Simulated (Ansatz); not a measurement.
## Energy ranking of BaHf3O2 structures

All numbers below come from Ansatz 0.2.0, DFT PBE, scalar-relativistic, plane waves, PAW. All cells share a 420 eV cutoff and Γ-centred k meshes spaced at most about 0.3 Å⁻¹ (about 0.25 or finer for metals, 2π included). No spin polarisation.

The zero of energy is the elements' standard structures at the same level (O₂ as a molecule); no fitted shifts are applied.

Temperature and zero-point effects are left out. The comparison covers the computed candidates alone. These runs have no spin–orbit coupling, which can matter for Hf.

Invented guesses were relaxed alike, and ends that match in structure were merged. ΔE counts from the first row. Coordination counts O atoms around Ba and Hf (those within 1.25 times the shortest such distance or 1.15 times the sum of covalent radii; the shortest distance is added where it is long for a bond; a slash parts the counts of unlike sites). The ends were matched against large subsets of the Crystallography Open Database and the Materials Project, so a missing match doesn't prove that a structure is unreported.

| # | reached from | type and space group | atoms | Å³/atom | coordination | ΔE (meV/atom) | gap on mesh (eV) | in databases |
| --- | --- | --- | --- | --- | --- | --- | --- | --- |
| 1 | random cell | P4/mmm (No. 123) | 6 | 18.1 | Ba 2, Hf 2/4 | 0 | 0.00 | no match |
| 2 | MgSc3Ru2 type (P4/mmm) | P4/mmm (No. 123) | 6 | 19.5 | Ba 2, Hf 4/8 from 4.0 Å | 369 | 0.00 | no match |
| 3 | ErB2Ru3 type (P6/mmm) | P6/mmm (No. 191) | 6 | 17.9 | Ba 6 from 3.8 Å, Hf 4 | 612 | 0.00 | no match |
| 4 | random cell | P6/mmm (No. 191) | 6 | 38.9 | Ba 2, Hf 2/6 from 4.0 Å | 1923 | 0.00 | no match |

The lowest: Space group P4/mmm (No. 123), tetragonal, a = 3.167 Å, c = 10.799 Å. Around Ba lie 2 O at 2.92 Å, 4 Ba at 3.17 Å, 8 Hf at 3.85 Å, 8 O at 4.31 Å and 4 Ba at 4.48 Å; Hf on a site of symmetry 4mm has 4 O at 2.25 Å, 8 Hf at 3.17–3.18 Å and 4 Ba at 3.85 Å; Hf on a site of symmetry 4/mmm has 2 O at 2.48 Å and 12 Hf at 3.17–3.18 Å; O is surrounded by 4 Hf at 2.25 Å, 1 Hf at 2.48 Å and 1 Ba at 2.92 Å. Its energy over the elements is −1.48 eV/atom. It lies below the elements, which doesn't yet make it stable against other compounds or structures. An observed structure of this formula, if there is one, may be missing.

```cif
data_structure
_symmetry_space_group_name_H-M 'P4/mmm'
_symmetry_Int_Tables_number 123
_cell_length_a 3.1670
_cell_length_b 3.1670
_cell_length_c 10.7991
_cell_angle_alpha 90.000
_cell_angle_beta 90.000
_cell_angle_gamma 90.000
_cell_volume 108.32
loop_
_atom_site_label
_atom_site_type_symbol
_atom_site_symmetry_multiplicity
_atom_site_Wyckoff_symbol
_atom_site_fract_x
_atom_site_fract_y
_atom_site_fract_z
_atom_site_occupancy
Ba1 Ba 1 b 0.00000 0.00000 0.50000 1
Hf1 Hf 2 h 0.50000 0.50000 0.79046 1
Hf2 Hf 1 a 0.00000 0.00000 0.00000 1
O1 O 2 g 0.00000 0.00000 0.22939 1
```

The second: Space group P4/mmm (No. 123), tetragonal, a = 3.079 Å, c = 12.318 Å. Ba has 2 O at 2.85 Å, 4 Ba at 3.08 Å, 8 Hf at 3.87 Å, 8 O at 4.19 Å and 4 Ba at 4.35 Å; Hf on a site of symmetry 4/mmm is surrounded by 6 Hf at 2.96–3.08 Å; Hf on a site of symmetry 4mm has 4 O at 2.20 Å, 5 Hf at 2.96–3.08 Å and 4 Ba at 3.87 Å; O has 4 Hf at 2.20 Å and 1 Ba at 2.85 Å. Counting O atoms around Ba and Hf, the first has Ba 2, Hf 2/4 and the second has Ba 2, Hf 4/8 from 4.0 Å. Cells relaxed within their symmetry can be saddle points.

```
Ba Hf O
1.0
     3.07889    0.00000    0.00000
     0.00000    3.07889    0.00000
     0.00000    0.00000   12.31769
Ba Hf O
1 3 2
Direct
  0.50000 0.50000 0.50000
  0.00000 0.00000 0.00000
  0.00000 0.00000 0.75945
  0.00000 0.00000 0.24055
  0.50000 0.50000 0.73115
  0.50000 0.50000 0.26886
```

Some candidate types were left out of the draw beforehand, so a known form may be missing.
